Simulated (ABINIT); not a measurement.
# Pd (Im-3m) in ABINIT: reference runs

How does Pd come out in PBEsol? The cell is run as given and disturbed.

Everything below comes from runs of ABINIT 10.8.3 (patched build). Logs are shortened: lines on timing, memory, paths and dates and some standing lists are left out, and cuts for length are marked. The log counts tension as positive stress, the text compression.

## 1. Starting point

Symmetry: Im-3m, No. 229, cubic system. The conventional cell has a = 3.145 Å, b = 3.145 Å, c = 3.145 Å, α = 90.00°, β = 90.00°, γ = 90.00°. Pd (site symmetry m-3m) is surrounded by 8 Pd at 2.72 Å.

This isn't the form of Pd at room conditions, which is fcc.

## 2. Single point, PBEsol

run.abi

```
pp_dirpath "./"
pseudos "Pd.upf"

acell 3*1.0
rprim
    -2.9711804810     2.9711804810     2.9711804810
     2.9711804810    -2.9711804810     2.9711804810
     2.9711804810     2.9711804810    -2.9711804810
ntypat 1
znucl 46
natom 1
typat 1
xred
     0.0000000000     0.0000000000     0.0000000000

ecut 41.0

kptopt 1
ngkpt 12 12 12
nshiftk 1
shiftk 0.0 0.0 0.0

ixc -116133

nband 13
occopt 3
tsmear 0.00183747

nstep 100
tolvrs 1.0e-10

iomode 3
prtwf 0
prtden 0
prteig 0
prtebands 0
enunit 2
```

Potentials or basis: PseudoDojo NC SR PBEsol v0.4.1 standard.

On the command line:

```bash
$ abinit run.abi > log 2>&1
```

run.abo:

```text
.Version 10.8.3 of ABINIT
 Symmetries : space group Im -3 m (#229); Bravais cI (body-center cubic)
================================================================================
 Values of the parameters that define the memory need of the present run
     intxc =       0    ionmov =       0      iscf =       7    lmnmax =       6
     lnmax =       6     mgfft =      30  mpssoang =       3    mqgrid =    3001
     natom =       1  nloc_mem =       1    nspden =       1   nspinor =       1
    nsppol =       1      nsym =      48    n1xccc =    2501    ntypat =       1
    occopt =       3   xclevel =       2
       mpw =        1333          nfft =       27000          nkpt =          72
================================================================================
================================================================================

--------------------------------------------------------------------------------
------------- Echo of variables that govern the present computation ------------
--------------------------------------------------------------------------------
 -outvars: echo values of preprocessed input variables --------
            acell      1.0000000000E+00  1.0000000000E+00  1.0000000000E+00 Bohr
              amu      1.06420000E+02
             ecut      4.10000000E+01 Hartree
           enunit           2
                       outvar_i_n : Printing only first  50 k-points.
              ixc     -116133
                       outvar_i_n : Printing only first  50 k-points.
         kptrlatt       12    0    0      0   12    0      0    0   12
          kptrlen      6.17548266E+01
            natom           1
            nband          13
            ngfft          30      30      30
             nkpt          72
            nstep         100
             nsym          48
           ntypat           1
                       prtocc : prtvol=0, do not print more k-points.
           occopt           3
           prtden           0
        prtebands           0
           prteig           0
            prtwf           0
            rprim     -2.9711804810E+00  2.9711804810E+00  2.9711804810E+00
                       2.9711804810E+00 -2.9711804810E+00  2.9711804810E+00
                       2.9711804810E+00  2.9711804810E+00 -2.9711804810E+00
          spgroup         229
           tolvrs      1.00000000E-10
           tsmear      1.83747000E-03 Hartree
            typat      1
                       outvars : Printing only first  50 k-points.
            znucl       46.00000

================================================================================

 chkinp: Checking input parameters for consistency.

================================================================================
== DATASET  1 ==================================================================

--- !DatasetInfo
iteration_state: {dtset: 1, }
[... 71 lines left out ...]
- [ -0.00000000E+00,  -0.00000000E+00,  -0.00000000E+00, ]
force_length_stats: {min:   0.00000000E+00, max:   0.00000000E+00, mean:   0.00000000E+00, }
...

 Integrated electronic density in atomic spheres:
 ------------------------------------------------
 Atom  Sphere_radius  Integrated_density
    1        2.00000         15.21417479
================================================================================

 ----iterations are completed or convergence reached----

 Mean square residual over all n,k,spin=   29.352E-08; max=  20.486E-05
 reduced coordinates (array xred) for    1 atoms
       0.000000000000      0.000000000000      0.000000000000
 rms dE/dt=  0.0000E+00; max dE/dt=  0.0000E+00; dE/dt below (all hartree)
    1       0.000000000000      0.000000000000      0.000000000000

 cartesian coordinates (angstrom) at end:
    1      0.00000000000000     0.00000000000000     0.00000000000000

 cartesian forces (hartree/bohr) at end:
    1     -0.00000000000000    -0.00000000000000    -0.00000000000000
 frms,max,avg= 0.0000000E+00 0.0000000E+00   0.000E+00  0.000E+00  0.000E+00 h/b

 cartesian forces (eV/Angstrom) at end:
    1     -0.00000000000000    -0.00000000000000    -0.00000000000000
 frms,max,avg= 0.0000000E+00 0.0000000E+00   0.000E+00  0.000E+00  0.000E+00 e/A
 length scales=  1.000000000000  1.000000000000  1.000000000000 bohr
              =  0.529177210544  0.529177210544  0.529177210544 angstroms
 Fermi (or HOMO) energy (hartree) =   0.42166   Average Vxc (hartree)=  -0.50009
 Eigenvalues (hartree) for nkpt=  72  k points:
 kpt#   1, nband= 13, wtk=  0.00058, kpt=  0.0000  0.0000  0.0000 (reduced coord)
  -2.66004   -1.39443   -1.39443   -1.39443    0.17086    0.32138    0.32138    0.32138
   0.39031    0.39031    1.13507    1.13507    1.13507
      occupation numbers for kpt#   1
   2.00000    2.00000    2.00000    2.00000    2.00000    2.00000    2.00000    2.00000
   2.00000    2.00000    0.00000    0.00000    0.00000
 prteigrs : prtvol=0 or 1, do not print more k-points.

 Fermi (or HOMO) energy (eV) =  11.47382   Average Vxc (eV)= -13.60812
 Eigenvalues (   eV  ) for nkpt=  72  k points:
 kpt#   1, nband= 13, wtk=  0.00058, kpt=  0.0000  0.0000  0.0000 (reduced coord)
 -72.38347  -37.94434  -37.94434  -37.94434    4.64942    8.74518    8.74518    8.74518
  10.62075   10.62075   30.88691   30.88691   30.88691
 prteigrs : prtvol=0 or 1, do not print more k-points.

--- !EnergyTerms
iteration_state     : {dtset: 1, }
comment             : Components of total free energy in Hartree
kinetic             :  4.54498871034381E+01
hartree             :  2.67281995254546E+01
xc                  : -2.04663251988071E+01
Ewald energy        : -9.92123875662195E+01
psp_core            :  4.49026947703002E+00
local_psp           : -9.29427873031470E+01
non_local_psp       :  1.09444687133707E+00
internal            : -1.34858697090914E+02
'-kT*entropy'       : -3.82346367625778E-04
total_energy        : -1.34859079437281E+02
total_energy_eV     : -3.66970249934530E+03
band_energy         : -1.03751914768278E+01
...

 Cartesian components of stress tensor (hartree/bohr^3)
  sigma(1 1)=  3.45973753E-04  sigma(3 2)=  0.00000000E+00
  sigma(2 2)=  3.45973753E-04  sigma(3 1)=  0.00000000E+00
  sigma(3 3)=  3.45973753E-04  sigma(2 1)=  0.00000000E+00

-Cartesian components of stress tensor (GPa)         [Pressure= -1.0179E+01 GPa]
- sigma(1 1)=  1.01788992E+01  sigma(3 2)=  0.00000000E+00
- sigma(2 2)=  1.01788992E+01  sigma(3 1)=  0.00000000E+00
- sigma(3 3)=  1.01788992E+01  sigma(2 1)=  0.00000000E+00

== END DATASET(S) ==============================================================
================================================================================

 -outvars: echo values of variables after computation  --------
            acell      1.0000000000E+00  1.0000000000E+00  1.0000000000E+00 Bohr
           etotal     -1.3485907944E+02
            fcart     -0.0000000000E+00 -0.0000000000E+00 -0.0000000000E+00
            rprim     -2.9711804810E+00  2.9711804810E+00  2.9711804810E+00
                       2.9711804810E+00 -2.9711804810E+00  2.9711804810E+00
                       2.9711804810E+00  2.9711804810E+00 -2.9711804810E+00
           strten      3.4597375295E-04  3.4597375295E-04  3.4597375295E-04
                       0.0000000000E+00  0.0000000000E+00  0.0000000000E+00
 Calculation completed.
```

Wall time 25 s (1 thread of Arm Neoverse V1, shared host); peak memory 0.08 GiB.

What came out:

- Free energy: -3669.7025 eV
- Pressure: -10.2 GPa
- Band gap on the k mesh: none (metal or under the smearing width)
- Valence electrons inside the program's atomic spheres: Pd 15.21 (radii [1.0584] Å)

## 3. Single point, PBEsol (cell strained at random at fixed volume)

run.abi

```
pp_dirpath "./"
pseudos "Pd.upf"

acell 3*1.0
rprim
    -3.0220065548     2.9274125342     3.0773282871
     3.0291667271    -2.8507274480     3.0078052630
     2.9818083007     2.8105310836    -3.0006450907
ntypat 1
znucl 46
natom 1
typat 1
xcart
    -0.0784742349     0.0065735975     0.0731091571
chkprim 0
chksymtnons 0
tolsym 1.0e-6

ecut 41.0

kptopt 1
ngkpt 12 12 12
nshiftk 1
shiftk 0.0 0.0 0.0

ixc -116133

nband 13
occopt 3
tsmear 0.05 eV

nstep 100
tolvrs 1.0e-10

iomode 3
prtwf 0
prteig 0
prtebands 0
prtden 1
prtvha 1
prtvclmb 1
prtpot 1
prtelf 1
```

Potentials or basis: PseudoDojo NC SR PBEsol v0.4.1 standard.

On the command line:

```bash
$ abinit run.abi > log 2>&1
```

Run time: 5.8 min. Hardware: 1 thread of Arm Neoverse V1, shared host; peak memory 0.29 GiB.

Results (log left out):

```
Free energy                                           : -3669.7023 eV
Pressure                                              : -10.1 GPa
Band gap on the k mesh                                : none (metal or under the smearing width)
Valence electrons inside the program's atomic spheres : Pd 15.21 (radii [1.0584] Å)
```

Stress tensor (GPa, compression positive):
```
 -9.74   1.23  -0.41
  1.23 -11.15  -2.39
 -0.41  -2.39  -9.34
```

Levels at points of the mesh, in eV from the Fermi level:
```tsv
k point	band 7	band 8	band 9	band 10	band 11	band 12
(0.00, 0.00, 0.00)	-2.63	-2.51	-1.09	-0.65	18.91	19.18
(0.50, 0.00, 0.00)	-0.89	-0.41	0.50	1.32	7.33	15.09
(0.00, 0.50, 0.00)	-1.21	-0.73	0.52	1.17	7.10	15.50
(0.50, 0.50, 0.00)	-0.81	-0.43	0.55	1.49	7.59	14.80
(0.00, 0.00, 0.50)	-0.89	-0.50	0.62	1.69	7.91	14.63
(0.50, 0.00, 0.50)	-1.23	-0.76	0.53	1.21	7.17	15.56
(0.00, 0.50, 0.50)	-1.04	-0.54	0.64	1.70	7.93	14.75
(0.50, 0.50, 0.50)	0.09	0.18	0.38	8.29	8.65	10.13
```
